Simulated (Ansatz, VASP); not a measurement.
**Two plane-wave programs on CdS (Hawleyite)**

INCAR

```
ALGO = Normal
EDIFF = 1E-6
EDIFFG = -0.01
ENCUT = 600
GGA = PS
IBRION = 2
ISIF = 3
ISMEAR = -1
IVDW = 12
LASPH = T
LCHARG = F
LREAL = F
LWAVE = F
NELM = 100
NSW = 60
PREC = Accurate
SIGMA = 0.05
```

File KPOINTS:

```
k-points
0
Gamma
  8 8 8
```

Contents of POSCAR:

```
CdS
1.0
    0.0000000000      2.9165000000      2.9165000000
    2.9165000000      0.0000000000      2.9165000000
    2.9165000000      2.9165000000      0.0000000000
Cd S
1 1
Direct
    0.0000000000      0.0000000000      0.0000000000
    0.7500000000      0.7500000000      0.7500000000
```

File input.yaml:

```yaml
crystal:
  lattice:
    - [0.0, 2.9165, 2.9165]
    - [2.9165, 0.0, 2.9165]
    - [2.9165, 2.9165, 0.0]
  atoms:
    - { symbol: Cd, position: [0.0, 0.0, 0.0] }
    - { symbol: S, position: [0.75, 0.75, 0.75] }
hamiltonian:
  xc: pbesol
  pseudopotentials: { kind: paw }
  dispersion: d3bj
kpoints:
  mp_grid: { grid: [8, 8, 8] }
scf:
  occupations: { method: fermi_dirac, width: 0.05 }
output:
  forces: true
  stress: true
  eigenvalues: true
  write_density: true
  write_potential: true
  elf: true
  volumetric_format: npy
relax:
  f_tol: 0.01
  max_steps: 40
  cell: { stress_tol: 0.05 }
```

Alike in both runs: task relaxation of cell and atoms; functional PBEsol; dispersion D3(BJ); k mesh 8 × 8 × 8; occupations fermi-dirac, width 0.05 eV; no spin polarisation.

|  | VASP | Ansatz |
| --- | --- | --- |
| version | VASP 6.6.1 | Ansatz 0.2.0 |
| potentials or method | VASP PAW PBE potentials, release 64 (Cd, S) | Ansatz PAW |
| plane-wave cutoff (eV) | 600 | 420 |
| valence electrons in the cell | 18 | 26 |

Ansatz gave:

| Item | Value |
| --- | --- |
| gap on the k mesh at the Fermi level, each at its own relaxed structure (eV) | 1.07 |
| relaxed volume (Å³/atom) | 24.01 |
| relaxed cell length with the largest relative difference (Å) | 4.080 |
| energy change over the relaxation (meV/atom) | -5 |

What did VASP give for the same quantities?

gap on the k mesh at the Fermi level, each at its own relaxed structure (eV): 1.06; relaxed volume (Å³/atom): 24.15; relaxed cell length with the largest relative difference (Å): 4.088; energy change over the relaxation (meV/atom): -4.

The two sets of potentials don't hold the same shells in valence.

Caveats: the PAW data sets were made with another functional, which shifts forces and pressure a little (VASP); the plane-wave basis is chosen anew once the cell has moved, so the energies of steps on either side of that aren't comparable (Ansatz); the PAW data sets come from PBE, with cores solved anew for the run's functional, which leaves a small shift of forces and pressure (Ansatz). As with any semilocal functional, this PBEsol gap is likely too small.
